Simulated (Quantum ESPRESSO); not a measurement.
## Sc in Quantum ESPRESSO: the effect of target pressure

The system is Sc.

```xyz
2
Lattice="3.3090 0.0000 0.0000 -1.6545 2.8657 0.0000 0.0000 0.0000 5.2733" Properties=species:S:1:pos:R:3 pbc="T T T"
Sc    1.6545    0.9552    3.9550
Sc    0.0000    1.9105    1.3183
```

Alike in all runs:

| Item | Value |
| --- | --- |
| Program | Quantum ESPRESSO 7.5 |
| Task | relaxation of cell and atoms |
| Functional | PBE |
| Potentials or basis | SSSP 1.3 efficiency PBE |
| Cutoff | 939 eV |
| Density cutoff | 3755 eV |
| k mesh | 9 × 9 × 5 |
| Occupations | fermi-dirac, width 0.05 eV |
| Spin | no spin polarisation |

Each run relaxes the cell or the atoms first.

Q: One run gave: relaxed volume 23.85 Å³/atom. Which target pressure did it use?
A. 30 GPa
B. 2 GPa
C. 0 GPa
D. 20 GPa
E. 5 GPa

A: B.

```tsv
target pressure	relaxed volume (Å³/atom)
0 GPa	24.69
2 GPa	23.85
5 GPa	22.78
10 GPa	21.35
20 GPa	19.26
30 GPa	17.69
```

Caveats: the volume moved by over 15 % at a fixed basis, so the end points are rough (some runs).
